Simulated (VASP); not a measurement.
Ag2O:

```
CELL_PARAMETERS angstrom
4.71800 0.00000 0.00000
0.00000 4.71800 0.00000
0.00000 0.00000 4.71800
ATOMIC_POSITIONS crystal
Ag 0.25000 0.25000 0.25000
Ag 0.25000 0.75000 0.75000
Ag 0.75000 0.75000 0.25000
Ag 0.75000 0.25000 0.75000
O 0.00000 0.00000 0.00000
O 0.50000 0.50000 0.50000
```

| Property | Result |
| --- | --- |
| Program | VASP 6.6.1 |
| Task | relaxation of cell and atoms |
| Functional | LDA |
| Potentials or basis | VASP PAW LDA potentials, release 64 (Ag, O) |
| Cutoff | 600 eV |
| k mesh | 8 × 8 × 8 |
| Occupations | methfessel-paxton, width 0.1 eV |
| Spin | no spin polarisation |

At the start: pressure -4.7 GPa; volume 17.50 Å³/atom.

Task: How do energy, volume and symmetry change on relaxing?

Result: Over 3 steps the energy falls by 13.6 meV/atom and the volume is 16.62 Å³/atom (-5.0 %); space group Pn-3m (No. 224, to 0.05 Å).

Step by step:
```tsv
step	energy change (eV)	largest force (eV/Å)	pressure (GPa)	volume (Å³)
1	0.0000	0.0000	-4.69	105.02
2	-0.0638	0.0000	2.56	97.42
3	-0.0817	0.0000	0.00	99.72
```

Final structure:
```
Ag O
1.0
     4.63733    0.00000    0.00000
     0.00000    4.63733    0.00000
     0.00000    0.00000    4.63733
Ag O
4 2
Direct
  0.25000 0.25000 0.25000
  0.25000 0.75000 0.75000
  0.75000 0.75000 0.25000
  0.75000 0.25000 0.75000
  0.00000 0.00000 0.00000
  0.50000 0.50000 0.50000
```
